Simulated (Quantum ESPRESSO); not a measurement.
# HfO2 (Fm-3m) in Quantum ESPRESSO: settings compared

The runs below take HfO2 through phonons, with LDA, PBE, WC, AM05.

All numbers are computed with Quantum ESPRESSO 7.5; they aren't measurements. Logs are shortened: lines on timing, memory, paths and dates and some standing lists are left out, and cuts for length are marked.

**1. Starting point**

Symmetry: Fm-3m, No. 225, cubic system. The conventional cell has a = 5.115 Å, b = 5.115 Å, c = 5.115 Å, α = 90.00°, β = 90.00°, γ = 90.00°. Hf (site symmetry m-3m) is surrounded by 8 O at 2.21 Å. O (site symmetry -43m) is surrounded by 4 Hf at 2.21 Å.

Measurements of this composition are mostly on another form, of space group No. 14.

**2. Phonons, LDA**

The input, pw.in:

```
&CONTROL
  calculation = 'scf'
  prefix = 'pwscf'
  outdir = './tmp'
  pseudo_dir = './pseudo'
  tprnfor = .true.
  tstress = .true.
  disk_io = 'low'
/
&SYSTEM
  ibrav = 0
  nat = 3
  ntyp = 2
  ecutwfc = 45
  ecutrho = 360
  nbnd = 19
  occupations = 'smearing'
  smearing = 'fd'
  degauss = 0.00367493
/
&ELECTRONS
  conv_thr = 6d-10
  electron_maxstep = 120
  mixing_beta = 0.5
/
ATOMIC_SPECIES
Hf   178.4900 hf_lda_v1.uspp.F.UPF
O     15.9990 o_lda_v1.2.uspp.F.UPF
CELL_PARAMETERS angstrom
   0.0000000000    2.5575000000    2.5575000000
   2.5575000000    0.0000000000    2.5575000000
   2.5575000000    2.5575000000    0.0000000000
ATOMIC_POSITIONS angstrom
Hf     0.0000000000    0.0000000000    0.0000000000
O      3.8362500000    3.8362500000    3.8362500000
O      1.2787500000    1.2787500000    1.2787500000
K_POINTS automatic
4 4 4 1 1 1
```

The input, relax.in:

```
&CONTROL
  calculation = 'vc-relax'
  prefix = 'pwscf'
  outdir = './tmp'
  pseudo_dir = './pseudo'
  tprnfor = .true.
  tstress = .true.
  disk_io = 'low'
  nstep = 40
  forc_conv_thr = 0.0001
  etot_conv_thr = 1d-06
/
&SYSTEM
  ibrav = 0
  nat = 3
  ntyp = 2
  ecutwfc = 45
  ecutrho = 360
  nbnd = 19
  occupations = 'smearing'
  smearing = 'fd'
  degauss = 0.00367493
/
&ELECTRONS
  conv_thr = 6d-10
  electron_maxstep = 120
  mixing_beta = 0.5
/
&IONS
  ion_dynamics = 'bfgs'
/
&CELL
  cell_dynamics = 'bfgs'
  press = 0
  press_conv_thr = 0.2
/
ATOMIC_SPECIES
Hf   178.4900 hf_lda_v1.uspp.F.UPF
O     15.9990 o_lda_v1.2.uspp.F.UPF
CELL_PARAMETERS angstrom
   0.0000000000    2.5575000000    2.5575000000
   2.5575000000    0.0000000000    2.5575000000
   2.5575000000    2.5575000000    0.0000000000
ATOMIC_POSITIONS angstrom
Hf     0.0000000000    0.0000000000    0.0000000000
O      3.8362500000    3.8362500000    3.8362500000
O      1.2787500000    1.2787500000    1.2787500000
K_POINTS automatic
4 4 4 1 1 1
```

The input, scf2.in:

```
&CONTROL
  calculation = 'scf'
  prefix = 'pwscf'
  outdir = './tmp'
  pseudo_dir = './pseudo'
  tprnfor = .true.
  tstress = .true.
  disk_io = 'low'
/
&SYSTEM
  ibrav = 0
  nat = 3
  ntyp = 2
  ecutwfc = 45
  ecutrho = 360
  nbnd = 19
  occupations = 'fixed'
/
&ELECTRONS
  conv_thr = 1d-13
  electron_maxstep = 120
  mixing_beta = 0.5
  startingpot = 'file'
  startingwfc = 'file'
/
ATOMIC_SPECIES
Hf   178.4900 hf_lda_v1.uspp.F.UPF
O     15.9990 o_lda_v1.2.uspp.F.UPF
CELL_PARAMETERS angstrom
   0.0000000000    2.4946308852    2.4946308852
   2.4946308852    0.0000000000    2.4946308852
   2.4946308852    2.4946308852    0.0000000000
ATOMIC_POSITIONS angstrom
Hf     0.0000000000    0.0000000000    0.0000000000
O      3.7419463278    3.7419463278    3.7419463278
O      1.2473154426    1.2473154426    1.2473154426
K_POINTS automatic
4 4 4 1 1 1
```

The input, ph.in:

```
phonons of HfO2
&INPUTPH
  prefix = 'pwscf'
  outdir = './tmp'
  tr2_ph = 1d-18
  fildyn = 'dyn'
  niter_ph = 90
  alpha_mix(1) = 0.7
  epsil = .true.
/
0.0000000000 0.0000000000 0.0000000000
```

The input, dynmat.in:

```
&INPUT
  fildyn = 'dyn'
  asr = 'crystal'
  lperm = .true.
  filout = 'dynmat.disp'
  fileig = 'dynmat.eig'
/
```

The input, dynmat_lo.in:

```
&INPUT
  fildyn = 'dyn'
  asr = 'crystal'
  filout = 'dynmat_lo.disp'
  fileig = 'dynmat_lo.eig'
  q(1) = 0
  q(2) = 0
  q(3) = 1
/
```

Potentials or basis: GBRV 1.5 LDA.

On the command line:

```
OMP_NUM_THREADS=1 pw.x -in pw.in > pw.out
OMP_NUM_THREADS=1 pw.x -in relax.in > relax.out
OMP_NUM_THREADS=1 pw.x -in scf2.in > scf2.out
OMP_NUM_THREADS=1 ph.x -in ph.in > ph.out
OMP_NUM_THREADS=1 dynmat.x -in dynmat.in > dynmat.out
OMP_NUM_THREADS=1 dynmat.x -in dynmat_lo.in > dynmat_lo.out
```

pw.out:

```text
This program is part of the open-source Quantum ESPRESSO suite
     for quantum simulation of materials; please cite
[... 9 lines left out ...]
     --------------------
     sticks:   dense  smooth     PW     G-vecs:    dense   smooth      PW
     Sum        1159     583    187                26133     9257    1639

     Using Slab Decomposition

     bravais-lattice index     =            0
     lattice parameter (alat)  =       6.8349  a.u.
     unit-cell volume          =     225.7738 (a.u.)^3
     number of atoms/cell      =            3
     number of atomic types    =            2
     number of electrons       =        24.00
     number of Kohn-Sham states=           19
     kinetic-energy cutoff     =      45.0000  Ry
     charge density cutoff     =     360.0000  Ry
     scf convergence threshold =      6.0E-10
     mixing beta               =       0.5000
     number of iterations used =            8  plain     mixing
     Exchange-correlation= SLA  PZ   NOGX NOGC
                           (   1   1   0   0   0   0   0)

     celldm(1)=   6.834858  celldm(2)=   0.000000  celldm(3)=   0.000000
     celldm(4)=   0.000000  celldm(5)=   0.000000  celldm(6)=   0.000000

     crystal axes: (cart. coord. in units of alat)
               a(1) = (   0.000000   0.707107   0.707107 )
               a(2) = (   0.707107   0.000000   0.707107 )
               a(3) = (   0.707107   0.707107   0.000000 )

     reciprocal axes: (cart. coord. in units 2 pi/alat)
               b(1) = ( -0.707107  0.707107  0.707107 )
               b(2) = (  0.707107 -0.707107  0.707107 )
               b(3) = (  0.707107  0.707107 -0.707107 )

     PseudoPot. # 1 for Hf read from file:
     hf_lda_v1.uspp.F.UPF
     Pseudo is Ultrasoft + core correction, Zval = 12.0
     Generated by new atomic code, or converted to UPF format
     Using radial grid of  921 points,  8 beta functions with:
                l(1) =   0
                l(2) =   0
                l(3) =   0
                l(4) =   1
                l(5) =   1
                l(6) =   2
                l(7) =   2
                l(8) =   3
     Q(r) pseudized with  6 coefficients,  rinner =    1.200   1.200   1.200
                                                       1.200   1.200   1.200
                                                       1.200

     PseudoPot. # 2 for O  read from file:
     o_lda_v1.2.uspp.F.UPF
     Pseudo is Ultrasoft + core correction, Zval =  6.0
     Generated by new atomic code, or converted to UPF format
     Using radial grid of  737 points,  5 beta functions with:
                l(1) =   0
                l(2) =   0
                l(3) =   1
                l(4) =   1
                l(5) =   2
     Q(r) pseudized with  8 coefficients,  rinner =    0.900   0.900   0.900
                                                       0.900   0.900

     atomic species   valence    mass     pseudopotential
     Hf               12.00   178.49000     Hf( 1.00)
     O                 6.00    15.99900     O ( 1.00)

     48 Sym. Ops., with inversion, found

   Cartesian axes

     site n.     atom                  positions (alat units)
         1        Hf     tau(   1) = (   0.0000000   0.0000000   0.0000000  )
         2        O      tau(   2) = (   1.0606602   1.0606602   1.0606602  )
         3        O      tau(   3) = (   0.3535534   0.3535534   0.3535534  )

     number of k points=    10  Fermi-Dirac smearing, width (Ry)=  0.0037
                       cart. coord. in units 2pi/alat
        k(    1) = (   0.0883883   0.0883883   0.0883883), wk =   0.0625000
        k(    2) = (   0.2651650   0.2651650  -0.0883883), wk =   0.1875000
        k(    3) = (  -0.2651650  -0.2651650   0.4419417), wk =   0.1875000
        k(    4) = (  -0.0883883  -0.0883883   0.2651650), wk =   0.1875000
        k(    5) = (   0.4419417   0.0883883   0.0883883), wk =   0.1875000
        k(    6) = (  -0.0883883  -0.4419417   0.6187184), wk =   0.3750000
        k(    7) = (   0.0883883  -0.2651650   0.4419417), wk =   0.3750000
        k(    8) = (  -0.6187184   0.0883883   0.0883883), wk =   0.1875000
        k(    9) = (   0.2651650   0.2651650   0.2651650), wk =   0.0625000
        k(   10) = (  -0.2651650  -0.2651650   0.7954951), wk =   0.1875000

     Dense  grid:    26133 G-vectors     FFT dimensions: (  45,  45,  45)

     Smooth grid:     9257 G-vectors     FFT dimensions: (  30,  30,  30)

     Check: negative core charge=   -0.000002

     Initial potential from superposition of free atoms

     starting charge      22.0000, renormalised to      24.0000

     negative rho (up, down):  1.182E-01 0.000E+00
     Starting wfcs are   21 randomized atomic wfcs

     Self-consistent Calculation

     iteration #  1     ecut=    45.00 Ry     beta= 0.50
     Davidson diagonalization with overlap
     ethr =  1.00E-02,  avg # of iterations =  2.1

     negative rho (up, down):  1.131E-01 0.000E+00

     total energy              =    -223.48795627 Ry
     estimated scf accuracy    <       1.06739898 Ry

     iteration #  2     ecut=    45.00 Ry     beta= 0.50
     Davidson diagonalization with overlap
     ethr =  4.45E-03,  avg # of iterations =  2.0
[... 78 lines left out ...]
     iteration # 11     ecut=    45.00 Ry     beta= 0.50
     Davidson diagonalization with overlap
     ethr =  3.36E-12,  avg # of iterations =  2.0

     negative rho (up, down):  1.162E-01 0.000E+00

     End of self-consistent calculation

          k = 0.0884 0.0884 0.0884 (  1167 PWs)   bands (ev):

   -49.4878 -18.0578 -18.0036 -18.0036  -6.4642  -3.7952   6.5287   6.5287
     6.7877  10.5574  10.7362  10.7362  15.5840  15.5840  17.7074  21.0336
    21.4600  21.4600  24.7697

          k = 0.2652 0.2652-0.0884 (  1147 PWs)   bands (ev):

   -49.4808 -18.2505 -18.0706 -18.0245  -5.6734  -4.3301   6.8326   7.3113
     8.4790   8.8227   9.4765  10.8339  15.8369  16.3688  18.4531  20.0046
    20.9317  21.1884  23.8105

          k =-0.2652-0.2652 0.4419 (  1154 PWs)   bands (ev):

   -49.4767 -18.3674 -18.0825 -18.0533  -5.3082  -4.4495   7.1128   7.5029
     8.0252   9.4641   9.8473  10.0624  16.0311  16.1430  18.3561  19.9947
    20.4827  21.3384  23.7157
[... 13 lines left out ...]
          k =-0.0884-0.4419 0.6187 (  1155 PWs)   bands (ev):

   -49.4738 -18.3166 -18.2047 -18.0969  -4.8388  -4.6756   6.1571   7.1375
     8.5128   9.4454  10.3484  11.1257  15.9587  16.6039  18.4115  18.8732
    19.7862  23.4273  24.7681

          k = 0.0884-0.2652 0.4419 (  1146 PWs)   bands (ev):

   -49.4767 -18.3106 -18.1357 -18.0596  -5.1826  -4.5669   6.8550   7.3574
     7.9306   9.5385   9.8132  10.6856  15.9163  16.4154  18.5810  19.4400
    20.2895  21.9851  24.1365

          k =-0.6187 0.0884 0.0884 (  1146 PWs)   bands (ev):

   -49.4738 -18.3786 -18.1341 -18.1016  -4.8555  -4.6632   5.5468   7.9081
     8.0683  10.0667  10.2503  11.2751  15.4585  16.7661  18.3149  19.2896
    19.6345  23.2571  25.3749

          k = 0.2652 0.2652 0.2652 (  1155 PWs)   bands (ev):

   -49.4791 -18.3366 -18.0364 -18.0364  -5.5535  -4.3624   7.2519   7.2519
     8.5949   8.8817   9.8888   9.8888  16.0793  16.0793  18.2048  20.7483
    20.7483  20.7999  23.2499

          k =-0.2652-0.2652 0.7955 (  1146 PWs)   bands (ev):

   -49.4750 -18.3121 -18.1947 -18.0652  -5.0267  -4.5918   6.5406   7.5558
     8.1578   9.1068  10.2552  10.7170  15.8255  16.6329  18.4674  19.1826
    20.1822  22.5655  24.2269

     the Fermi energy is    14.0214 ev

!    total energy              =    -223.64870713 Ry
     estimated scf accuracy    <          3.4E-12 Ry
     smearing contrib. (-TS)   =      -0.00000000 Ry
     internal energy E=F+TS    =    -223.64870713 Ry

     The total energy is F=E-TS. E is the sum of the following terms:
     one-electron contribution =     -27.25240137 Ry
     hartree contribution      =      27.84407075 Ry
     xc contribution           =     -89.77365028 Ry
     ewald contribution        =    -134.46672623 Ry

     convergence has been achieved in  11 iterations

     negative rho (up, down):  1.162E-01 0.000E+00

     Forces acting on atoms (cartesian axes, Ry/au):

     atom    1 type  1   force =     0.00000000    0.00000000    0.00000000
     atom    2 type  2   force =    -0.00000000    0.00000000    0.00000000
     atom    3 type  2   force =     0.00000000    0.00000000    0.00000000

     Total force =     0.000000     Total SCF correction =     0.000000

     Computing stress (Cartesian axis) and pressure

     negative rho (up, down):  1.162E-01 0.000E+00
          total   stress  (Ry/bohr**3)                   (kbar)     P=     -184.18
  -0.00125203  -0.00000000   0.00000000         -184.18       -0.00        0.00
  -0.00000000  -0.00125203   0.00000000           -0.00     -184.18        0.00
   0.00000000   0.00000000  -0.00125203            0.00        0.00     -184.18

=------------------------------------------------------------------------------=
   JOB DONE.
=------------------------------------------------------------------------------=
```

Wall time 2.6 min (1 thread of Intel Xeon 6975P-C (Granite Rapids), shared host); peak memory 0.23 GiB.

What came out:

* Free energy: -3043.0376 eV
* Relaxed volume: 10.35 Å³/atom
* Relaxed cell: a = 3.528 Å, b = 3.528 Å, c = 3.528 Å, α = 60.00°, β = 60.00°, γ = 60.00°
* Space group after relaxing (to 0.05 Å): Fm-3m (No. 225)
* Pressure after relaxing: 0.0 GPa
* Electronic dielectric tensor (diagonal): 5.24
* Born charges (mean of the diagonal): Hf +5.53; O -2.76 e
* Highest phonon frequency at Γ, LO-TO splitting left out: 605 cm⁻¹
* Static dielectric tensor (diagonal): 31.04

The path:
```tsv
step	energy change (eV)	largest force (eV/Å)	pressure (GPa)	volume (Å³)
1	0.0000	0.0000	-18.42	33.46
2	-0.1348	0.0000	6.28	30.41
3	-0.1470	0.0000	-0.76	31.13
4	-0.1472	0.0000	-0.03	31.05
5	-0.1472	0.0000	0.00	31.05
```

Final structure:
```cif
data_structure
_symmetry_space_group_name_H-M 'P 1'
_symmetry_Int_Tables_number 1
_cell_length_a 3.5279
_cell_length_b 3.5279
_cell_length_c 3.5279
_cell_angle_alpha 60.000
_cell_angle_beta 60.000
_cell_angle_gamma 60.000
_cell_volume 31.05
loop_
_atom_site_label
_atom_site_type_symbol
_atom_site_fract_x
_atom_site_fract_y
_atom_site_fract_z
_atom_site_occupancy
Hf1 Hf 0.00000 0.00000 0.00000 1
O1 O 0.75000 0.75000 0.75000 1
O2 O 0.25000 0.25000 0.25000 1
```

Phonon frequencies in cm⁻¹ (negative: imaginary):
| q point | frequencies |
| --- | --- |
| (0.000, 0.000, 0.000) | -7 -7 -7 263 263 263 605 605 605 |

Electronic dielectric tensor:
```
5.24 0.00 0.00
0.00 5.24 0.00
0.00 0.00 5.24
```

Born effective charge tensors (e):
atom 1, Hf
```
5.53 0.00 0.00
0.00 5.53 0.00
0.00 0.00 5.53
```
atom 2, O
```
-2.76  0.00  0.00
 0.00 -2.76  0.00
 0.00  0.00 -2.76
```
atom 3, O
```
-2.76  0.00  0.00
 0.00 -2.76  0.00
 0.00  0.00 -2.76
```

Optical modes at Γ, degenerate ones joined, polar ones without the macroscopic field:
```
cm⁻¹  components  symmetry  active in  IR intensity, summed ((D/Å)²/amu)
 263           3       T1u         IR                              77.95
 605           3       T2g      Raman                               0.00
```

Zone-centre frequencies without and with the macroscopic field along z (cm⁻¹):
|  | optical modes in rising order |
| --- | --- |
| without | 263 263 263 605 605 605 |
| with the field | 263 263 605 605 605 640 |

Static dielectric tensor, electrons and zone-centre modes:
```
31.04  0.00  0.00
 0.00 31.04  0.00
 0.00  0.00 31.04
```

Spin-orbit coupling is left out, which matters for the levels of Hf.

[end of part 1 of 3]
